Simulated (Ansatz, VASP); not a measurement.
HgTe (Coloradoite): VASP beside Ansatz

File INCAR:

```
SYSTEM = HgTe
PREC = Accurate
ENCUT = 600
EDIFF = 1E-6
ISMEAR = -1
SIGMA = 0.15
LREAL = .False.
LASPH = .True.
NELM = 100
ALGO = Normal
ISIF = 3
LWAVE = .False.
LCHARG = .False.
GGA = PE
IBRION = 2
NSW = 80
EDIFFG = -0.001
```

Contents of KPOINTS:

```
Automatic mesh
0
Gamma
  12 12 12
  0 0 0
```

File POSCAR:

```
HgTe
1.0
    0.0000000000      3.3264077974      3.3264077974
    3.3264077974      0.0000000000      3.3264077974
    3.3264077974      3.3264077974      0.0000000000
Hg Te
1 1
Direct
    0.0000000000      0.0000000000      0.0000000000
    0.2500000000      0.2500000000      0.2500000000
```

Input for Ansatz:

```yaml
crystal:
  lattice:
    - [0.0, 3.3264077974, 3.3264077974]
    - [3.3264077974, 0.0, 3.3264077974]
    - [3.3264077974, 3.3264077974, 0.0]
  atoms:
    - { symbol: Hg, position: [0.0, 0.0, 0.0] }
    - { symbol: Te, position: [0.25, 0.25, 0.25] }
basis:
  ecutwfc: 420
kpoints:
  mp_grid: { grid: [12, 12, 12] }
hamiltonian:
  xc: pbe
scf:
  occupations: { method: fermi_dirac, width: 0.15 }
output:
  forces: true
  stress: true
  eigenvalues: true
relax:
  adjacent_minimum: "off"
  f_tol: 0.001
  max_steps: 60
  cell: { stress_tol: 0.01 }
```

Alike in both runs: task relaxation of cell and atoms; functional PBE; k mesh 12 × 12 × 12; occupations fermi-dirac, width 0.15 eV; no spin polarisation.

|  | VASP | Ansatz |
| --- | --- | --- |
| version | VASP 6.6.1 | Ansatz 0.2.0 |
| potentials or method | VASP PAW PBE potentials, release 64 (Hg, Te) | scalar-relativistic, plane waves, PAW |
| plane-wave cutoff (eV) | 600 | 420 |
| valence electrons in the cell | 18 | 36 |

VASP gave:

```
gap on the k mesh at the Fermi level, each at its own relaxed structure (eV) : none
relaxed volume (Å³/atom)                                                     : 36.88
relaxed cell length with the largest relative difference (Å)                 : 4.707
```

**Question.** Estimate Ansatz's values.

**Answer.** gap on the k mesh at the Fermi level, each at its own relaxed structure (eV): none; relaxed volume (Å³/atom): 36.81; relaxed cell length with the largest relative difference (Å): 4.704.

A gap of «none» marks a metal or a gap that the smearing closes. The two sets of potentials don't hold the same shells in valence.

The runs have no spin-orbit coupling, so splittings on Hg, Te are missing.
